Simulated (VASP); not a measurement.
Write the native input for VASP 6.6.1 that does the following.

```yaml
Task: single point
Functional: r2SCAN
Potentials_or_basis: VASP PAW PBE potentials, release 64 (Pb_d, O)
Cutoff: 520 eV
k_mesh: 6 × 6 × 6
Occupations: fermi-dirac, width 0.1 eV
Spin: no spin polarisation
Dipole_correction: no
Further_INCAR_settings: ALGO = Normal; EDIFF = 1e-06; NBANDS = 20
```

The system is PbO2.

```
Pb O
1.0
     0.00000    2.57000    2.57000
     2.57000    0.00000    2.57000
     2.57000    2.57000    0.00000
Pb O
1 2
Cartesian
  0.0000 0.0000 0.0000
  1.2850 1.2850 1.2850
  3.8550 3.8550 3.8550
```

The input as run:

POSCAR

```
PbO2
1.0
    0.0000000000      2.5700000000      2.5700000000
    2.5700000000      0.0000000000      2.5700000000
    2.5700000000      2.5700000000      0.0000000000
Pb O
1 2
Direct
    0.0000000000      0.0000000000      0.0000000000
    0.2500000000      0.2500000000      0.2500000000
    0.7500000000      0.7500000000      0.7500000000
```

INCAR.step1

```
SYSTEM = PbO2
ALGO = Normal ; EDIFF = 1E-4
ENCUT = 520 ; GGA = PE
ISMEAR = -1 ; LASPH = .True.
LCHARG = .False. ; LREAL = .False.
LWAVE = .True. ; NBANDS = 20
NELM = 80 ; PREC = Accurate
SIGMA = 0.1
```

INCAR.step2

```
SYSTEM = PbO2
ALGO = Normal ; EDIFF = 1E-6
ENCUT = 520 ; ISIF = 2
ISMEAR = -1 ; ISTART = 1
LASPH = .True. ; LCHARG = .False.
LMIXTAU = .True. ; LREAL = .False.
LWAVE = .False. ; METAGGA = R2SCAN
NBANDS = 20 ; NELM = 80
PREC = Accurate ; SIGMA = 0.1
```

KPOINTS

```
k-points
0
Gamma
  6 6 6
  0 0 0
```

Potentials or basis: VASP PAW PBE potentials, release 64 (Pb_d, O).

Run with:

```console
$ cat potpaw_PBE.64/Pb_d/POTCAR potpaw_PBE.64/O/POTCAR > POTCAR
$ cp INCAR.step1 INCAR
$ mpirun -np 1 vasp_std > vasp.out
$ cp INCAR.step2 INCAR
$ mpirun -np 1 vasp_std > vasp.out
```

Results of the run:

* Pressure: 23.2 GPa
* Band gap on the k mesh: none (metal or under the smearing width)

Caveat: so large a pressure means that the cell lies far from this level's equilibrium, or that cutoff or potentials fall short; the potentials were made for another functional, which shifts forces and pressure.

It took 42 s on 1 thread of Intel(R) Xeon(R) Platinum 8488C (Sapphire Rapids), with other jobs on the host, peak memory 0.16 GiB.
